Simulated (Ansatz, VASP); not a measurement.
**PtS2 in VASP and in Ansatz**

The input INCAR:

```
SYSTEM = PtS2
PREC = Accurate
ENCUT = 520
EDIFF = 1E-6
ISMEAR = 0
SIGMA = 0.05
LREAL = .False.
LASPH = .True.
NELM = 60
ALGO = Normal
ISIF = 2
LWAVE = .False.
LCHARG = .False.
GGA = PE
NBANDS = 18
```

File KPOINTS:

```
Automatic mesh
0
Gamma
  12 12 8
  0 0 0
```

The input POSCAR:

```
PtS2
1.0
    3.4546194889      0.0000000000      0.0000000000
   -1.7273097444      2.9917882378      0.0000000000
    0.0000000000      0.0000000000      5.1647700000
Pt S
1 2
Direct
    0.0000000000      0.0000000000      0.0000000000
    0.3333333333      0.6666666667      0.2500000000
    0.6666666667      0.3333333333      0.7500000000
```

Input for Ansatz:

```yaml
crystal:
  lattice:
    - [3.4546194889, 0.0, 0.0]
    - [-1.7273097444, 2.9917882378, 0.0]
    - [0.0, 0.0, 5.16477]
  atoms:
    - { symbol: Pt, position: [0.0, 0.0, 0.0] }
    - { symbol: S, position: [0.3333333333, 0.6666666667, 0.25] }
    - { symbol: S, position: [0.6666666667, 0.3333333333, 0.75] }
basis:
  ecutwfc: 420
kpoints:
  mp_grid: { grid: [12, 12, 8] }
hamiltonian:
  xc: pbe
scf:
  occupations: { method: gaussian, width: 0.05 }
output:
  forces: true
  stress: true
  eigenvalues: true
```

Change from the starting cell: strain -0.025 along x and y, +0.025 along z, atoms carried along.

Alike in both runs: task single point; functional PBE; k mesh 12 × 12 × 8; occupations gaussian, width 0.05 eV; no spin polarisation.

|  | VASP | Ansatz |
| --- | --- | --- |
| version | VASP 6.6.1 | Ansatz 0.2.0 |
| potentials or method | VASP PAW PBE potentials, release 64 (Pt, S) | scalar-relativistic, plane waves, PAW |
| plane-wave cutoff (eV) | 520 | 420 |
| valence electrons in the cell | 22 | 30 |

```tsv
	VASP	Ansatz	Ansatz less VASP
gap on the k mesh at the Fermi level (eV)	0.73	0.72	-0.007
least direct gap on the mesh (eV)	0.94	0.93	-0.011
pressure (GPa)	7.7	8.2	+0.50
largest component of the traceless stress (GPa)	5.18	5.31	+0.125
rms of the force components (eV/Å)	0.076	0.055	-0.0210
```

Atom by atom the forces differ by 0.021 eV/Å (rms over components). The functional is the same, so the differences come from potentials, cutoffs and numerics. The two sets of potentials don't hold the same shells in valence.

Caveats: spin-orbit coupling is left out, which moves the levels of the heavy elements; the cell's inner coordinates are idealised or old, which leaves forces on the atoms. A k mesh can miss the band edges.
